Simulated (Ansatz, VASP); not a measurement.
## One calculation of GaN, two programs

INCAR

```
SYSTEM = GaN
PREC = Accurate
ENCUT = 520
EDIFF = 1E-7
ISMEAR = 0
SIGMA = 0.1
LREAL = .FALSE.
LASPH = .TRUE.
NELM = 100
ALGO = Normal
ISIF = 2
LWAVE = .FALSE.
LCHARG = .FALSE.
GGA = PE
NBANDS = 46
```

The input KPOINTS:

```
regular mesh
0
G
  6 4 4
  0 0 0
```

Contents of POSCAR:

```
GaN
1.0
    3.1624588753      0.0000000000      0.0000000000
    0.0000000000      5.1451917124      0.0000000000
    0.0000000000      0.0000000000      5.6584001817
Ga N
4 4
Direct
    0.5000000000      0.0000000000      0.0000000000
    1.0000000000      0.5000000000      0.1666533000
    1.0000000000      0.0000000000      0.4999962000
    0.5000000000      0.5000000000      0.6666676000
    0.5000000000      0.6230000000      0.0000000000
    1.0000000000      0.1230000000      0.1666533000
    1.0000000000      0.6230000000      0.4999962000
    0.5000000000      0.1230000000      0.6666676000
```

Input for Ansatz:

```yaml
crystal:
  lattice:
    - [3.1624588753, 0.0, 0.0]
    - [0.0, 5.1451917124, 0.0]
    - [0.0, 0.0, 5.6584001817]
  atoms:
    - { symbol: Ga, position: [0.5, 0.0, 0.0] }
    - { symbol: "N", position: [0.5, 0.623, 0.0] }
    - { symbol: Ga, position: [1.0, 0.5, 0.1666533] }
    - { symbol: "N", position: [1.0, 0.123, 0.1666533] }
    - { symbol: Ga, position: [1.0, 0.0, 0.4999962] }
    - { symbol: "N", position: [1.0, 0.623, 0.4999962] }
    - { symbol: Ga, position: [0.5, 0.5, 0.6666676] }
    - { symbol: "N", position: [0.5, 0.123, 0.6666676] }
basis:
  ecutwfc: 420
kpoints:
  mp_grid: { grid: [6, 4, 4] }
hamiltonian:
  xc: pbe
  pseudopotentials: { kind: paw, azcp: { folder: soft_1 } }
scf:
  occupations: { method: gaussian, width: 0.1 }
output:
  forces: true
  stress: true
  eigenvalues: true
```

The cell was built by a generator and needn't be a form met in nature.

Alike in both runs: task single point; functional PBE; k mesh 6 × 4 × 4; occupations gaussian, width 0.1 eV; no spin polarisation.

|  | VASP | Ansatz |
| --- | --- | --- |
| version | VASP 6.6.1 | Ansatz 0.2.0 |
| potentials or method | VASP PAW PBE potentials, release 64 (Ga_d, N) | scalar-relativistic, plane waves, PAW |
| plane-wave cutoff (eV) | 520 | 420 |
| valence electrons in the cell | 72 | 72 |

VASP gave:

| Item | Value |
| --- | --- |
| gap on the k mesh at the Fermi level (eV) | 1.82 |
| least direct gap on the mesh (eV) | 1.82 |
| pressure (GPa) | 4.1 |
| largest component of the traceless stress (GPa) | 6.88 |
| rms of the force components (eV/Å) | 0.168 |

**Question.** What did Ansatz give for the same quantities?

**Answer.** gap on the k mesh at the Fermi level (eV): 1.81; least direct gap on the mesh (eV): 1.81; pressure (GPa): 4.1; largest component of the traceless stress (GPa): 6.88; rms of the force components (eV/Å): 0.171.

With one functional, cell and mesh, what is left measures potentials, basis and numerics. Ansatz warned: «structure_snapped_to_symmetry».
